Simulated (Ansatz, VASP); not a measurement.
## W in VASP and in Ansatz

POSCAR

```
W
1.0
   -1.4695160000      1.4695160000      1.4695160000
    1.4695160000     -1.4695160000      1.4695160000
    1.4695160000      1.4695160000     -1.4695160000
W
1
Direct
    0.0000000000      0.0000000000      0.0000000000
```

The input INCAR.step1:

```
SYSTEM = W
PREC = Accurate
ENCUT = 520
ISMEAR = 0
SIGMA = 0.15
LREAL = .False.
LASPH = .True.
NELM = 80
NBANDS = 13
GGA = PE
ALGO = Normal
EDIFF = 1E-4
LWAVE = .True.
LCHARG = .False.
```

The input INCAR.step2:

```
SYSTEM = W
PREC = Accurate
ENCUT = 520
EDIFF = 1E-6
ISMEAR = 0
SIGMA = 0.15
LREAL = .False.
LASPH = .True.
NELM = 80
ALGO = Normal
ISIF = 2
LWAVE = .False.
LCHARG = .False.
METAGGA = R2SCAN
LMIXTAU = .True.
NBANDS = 13
ISTART = 1
```

KPOINTS

```
Automatic mesh
0
Gamma
  14 14 14
  0 0 0
```

Input for Ansatz:

```yaml
crystal:
  lattice:
    - [-1.469516, 1.469516, 1.469516]
    - [1.469516, -1.469516, 1.469516]
    - [1.469516, 1.469516, -1.469516]
  atoms:
    - { symbol: W, position: [0.0, 0.0, 0.0] }
basis:
  ecutwfc: 500
kpoints:
  mp_grid: { grid: [14, 14, 14] }
hamiltonian:
  xc: r2scan
scf:
  occupations: { method: gaussian, width: 0.15 }
output:
  forces: true
  stress: true
  eigenvalues: true
```

Change from the starting cell: strain -0.080 along x and y, -0.080 along z, atoms carried along.

Alike in both runs: task single point; functional r2SCAN; k mesh 14 × 14 × 14; occupations gaussian, width 0.15 eV; no spin polarisation.

|  | VASP | Ansatz |
| --- | --- | --- |
| version | VASP 6.6.1 | Ansatz 0.2.0 |
| potentials or method | VASP PAW PBE potentials, release 64 (W_sv) | scalar-relativistic, plane waves, PAW |
| plane-wave cutoff (eV) | 520 | 500 |
| valence electrons in the cell | 14 | 14 |

|  | VASP | Ansatz | Ansatz less VASP |
| --- | --- | --- | --- |
| gap on the k mesh at the Fermi level (eV) | none | none | - |
| pressure (GPa) | 118.0 | 114.2 | -3.71 |

A gap of «none» marks a metal or a gap that the smearing closes. The functional is the same, so the differences come from potentials, cutoffs and numerics.

Caveats: the cell as given lies far from equilibrium; so large a pressure means that the cell lies far from this level's equilibrium, or that cutoff or potentials fall short (VASP); the potentials were made for another functional, which shifts forces and pressure (VASP). Spin-orbit coupling is left out, which matters for the levels of W.
